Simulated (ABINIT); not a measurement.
Runs of ABINIT 10.8.3 (patched build) on MgB2. Symmetry: P6/mmm, No. 191, hexagonal system. Conventional cell: a = 3.085 Å, b = 3.085 Å, c = 3.523 Å, α = 90.00°, β = 90.00°, γ = 120.00°. Around Mg (site symmetry 6/mmm) lie 12 B at 2.51 Å. Around B (site symmetry -6m2) lie 3 B at 1.78 Å. 

| level | potentials or basis | k mesh | cutoff (eV) | share of exact exchange | most SCF steps | mesh quality | gap on the mesh (eV) | pressure (GPa) |
| --- | --- | --- | --- | --- | --- | --- | --- | --- |
| PBE | PseudoDojo NC SR PBE v0.4.1 standard | 8 × 8 × 6 | 1088 | - | - | not flagged | none | -1.0 |
| PBE0 | SPMS NC PBE v1.0 | 4 × 4 × 3 | 707 | 0.35 | 60 | coarse | none | -4.0 |
| PBE0 | SPMS NC PBE v1.0 | 4 × 4 × 3 | 707 | 0.05 | 60 | coarse | none | (b) |
| PBE0 | SPMS NC PBE v1.0 | 4 × 4 × 3 | 707 | 0.15 | 60 | coarse | none | -3.3 |
| PBE0 | SPMS NC PBE v1.0 | 4 × 4 × 3 | 707 | 0.5 | 60 | coarse | none | (a) |
| PBE0 | SPMS NC PBE v1.0 | 4 × 4 × 3 | 707 | 0.25 | 60 | coarse | none | -3.4 |

Alike in all rows: task single point; no spin polarisation; cell as given; smearing fermi-dirac 0.05 eV.

Problem. Fill in the values left out.

Solution. (a) -4.8; (b) -2.6.

Caveats: some runs use coarse meshes; exact exchange is summed on a coarse mesh, which widens gaps by tenths of an eV (some runs); the potentials were made for another functional, which shifts forces and pressure (some runs).

A gap of «none» marks a metal or a gap under the smearing width.
